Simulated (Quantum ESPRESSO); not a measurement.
Crystal: TiTe.

```
Te Ti
1.0
     3.84200    0.00000    0.00000
    -1.92100    3.32727    0.00000
     0.00000    0.00000    6.40300
Te Ti
2 2
Direct
  0.66667 0.33333 0.75000
  0.33333 0.66667 0.25000
  0.00000 0.00000 0.50000
  0.00000 0.00000 0.00000
```

Base run:

* Program: Quantum ESPRESSO 7.5
* Functional: PBEsol
* Potentials or basis: GBRV 1.5 PBEsol
* Cutoff: 612 eV
* Density cutoff: 4898 eV
* k mesh: 8 × 8 × 4
* Occupations: fermi-dirac, width 0.05 eV
* Spin: no spin polarisation

Its results: band gap on the k mesh none (metal or under the smearing width); pressure 3.7 GPa.

The run is repeated on the same cell with these changes: functional from PBEsol to LDA; potentials or basis from GBRV 1.5 PBEsol to GBRV 1.5 LDA. What comes out?

Band gap on the k mesh none (metal or under the smearing width); pressure 1.1 GPa.

Caveats: spin-orbit coupling is left out, which moves the levels of the heavy elements (some runs).
